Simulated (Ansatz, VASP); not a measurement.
## HgS3: VASP beside Ansatz

```
Hg S
1.0
     0.00000    3.33359    3.33359
     3.33359    0.00000    3.33359
     3.33359    3.33359    0.00000
Hg S
1 3
Cartesian
  0.0000 0.0000 0.0000
  5.0004 5.0004 5.0004
  3.3336 3.3336 3.3336
  1.6668 1.6668 1.6668
```

Alike in both runs: functional PBE; k mesh 4 × 4 × 4; occupations gaussian, width 0.1 eV; no spin polarisation.

Ansatz relaxed the structure, and its values are those at the end. VASP's run is a single point on that final structure, the one shown.

|  | VASP | Ansatz |
| --- | --- | --- |
| version | VASP 6.6.1 | Ansatz 0.2.0 |
| potentials or method | VASP PAW PBE potentials, release 64 (Hg, S) | scalar-relativistic, plane waves, PAW |
| plane-wave cutoff (eV) | 520 | 420 |
| valence electrons in the cell | 30 | 38 |

|  | VASP | Ansatz | Ansatz less VASP |
| --- | --- | --- | --- |
| gap on the k mesh at the Fermi level (eV) | none | none | - |
| pressure (GPa) | 0.0 | -0.1 | -0.18 |

A gap of «none» marks a metal or a gap that the smearing closes. The two sets of potentials don't hold the same shells in valence.

Caveats: the k mesh is coarse (spacing up to 0.41 Å⁻¹), so the values aren't converged. The runs have no spin-orbit coupling, so splittings on Hg are missing.
